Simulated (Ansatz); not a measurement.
**VO2 under changes of volume**

One of the cells (10.308 Å³/atom); the others are scaled copies at fixed shape and fractional positions:

```
CELL_PARAMETERS angstrom
4.50720 0.00000 0.00000
0.00000 4.50720 0.00000
0.00000 0.00000 3.04445
ATOMIC_POSITIONS crystal
V 0.50000 0.50000 0.50000
V 0.00000 0.00000 0.00000
O 0.20036 0.79964 0.50000
O 0.79964 0.20036 0.50000
O 0.70036 0.70036 0.00000
O 0.29964 0.29964 0.00000
```

The cell is a database's computed one.

```yaml
Program: Ansatz 0.2.0
Functional: PBE
Potentials_or_basis: Ansatz PAW
Cutoff: "420 eV (not typed: the program's choice for these potentials)"
k_mesh: 6 × 6 × 9
Occupations: fermi-dirac, width 0.05 eV
Spin: collinear spin, ferromagnetic start
Starting_moments: "[2.0, 2.0, 0.0, 0.0, 0.0, 0.0] μB"
```

```tsv
volume (Å³/atom)	energy over the lowest point (meV/atom)	pressure (GPa)	largest force (eV/Å)
9.689	?	?	?
9.896	0.00	0.1	0.227
10.102	3.13	-4.6	0.233
10.308	12.04	-8.9	0.239
10.514	26.10	-12.7	0.243
10.720	44.75	-16.0	0.247
10.926	67.52	-19.1	0.251
```

**Question.** What does the run at 9.689 Å³/atom give?

**Answer.** Energy over the lowest point 3.44 meV/atom; pressure 5.5 GPa; largest force 0.221 eV/Å.

Worked out: A Birch-Murnaghan fit of order 3 (a polynomial in V^(-2/3)) to the other rows has its minimum at 9.90 Å³/atom, just outside them, with B0 = V·E''(V) = 241 GPa and B' = 4.5 at fixed shape and positions, which overstates the stiffness. It gives 3.36 meV/atom at 9.689 Å³/atom, against the run's 3.44, and -dE/dV = 5.3 GPa, against 5.5.

Energies are extrapolated to zero smearing.
